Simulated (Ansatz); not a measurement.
# ZnSe: the cost of one run

Computed with Ansatz 0.2.0 (DFT PBE, scalar-relativistic, plane waves, PAW, unless a step's input says otherwise).

## 1. The system as given

Symmetry: Pm-3m, No. 221, cubic system. Conventional cell: a = 3.696 Å, b = 3.696 Å, c = 3.696 Å, α = 90.00°, β = 90.00°, γ = 90.00°. Around Zn (site symmetry m-3m) lie 8 Se at 3.20 Å. Se (site symmetry m-3m) has 8 Zn at 3.20 Å in its first shell of neighbours.

As a file:

```cif
data_structure
_symmetry_space_group_name_H-M 'P 1'
_symmetry_Int_Tables_number 1
_cell_length_a 3.6956
_cell_length_b 3.6956
_cell_length_c 3.6956
_cell_angle_alpha 90.000
_cell_angle_beta 90.000
_cell_angle_gamma 90.000
_cell_volume 50.47
loop_
_atom_site_label
_atom_site_type_symbol
_atom_site_fract_x
_atom_site_fract_y
_atom_site_fract_z
_atom_site_occupancy
Zn1 Zn 0.50000 0.50000 0.50000 1
Se1 Se 0.00000 0.00000 0.00000 1
```

Recipe of the guess: random cell by space group and Wyckoff sites (Pm-3m, No. 221). Lengths come from tabulated atomic sizes and are only a guess.

## 2. Probe: one point on a coarse mesh

Contents of input.yaml:

```yaml
crystal:
  lattice:
    - [3.69556168, 0.0, 0.0]
    - [0.0, 3.69556168, 0.0]
    - [0.0, 0.0, 3.69556168]
  atoms:
    - { symbol: Zn, position: [0.5, 0.5, 0.5] }
    - { symbol: Se, position: [0.0, 0.0, 0.0] }
basis:
  ecutwfc: 420
kpoints:
  mp_grid: { grid: [6, 6, 6] }
hamiltonian:
  xc: pbe
scf:
  occupations: { method: gaussian, width: 0.1 }
  lower_state_search: "off"
output:
  forces: true
  stress: true
  eigenvalues: true
```

Run with:

```console
$ ansatz run input.yaml --threads 1 --pin off --max-ram 2560MiB --backend cpu --events-out ev --progress --plain --runs-dir out
```

**Question.** How long does this run take on 1 thread of Arm Neoverse V1, shared host, and how much memory does it need?

About 1.4 s, with a peak of 0.29 GiB.
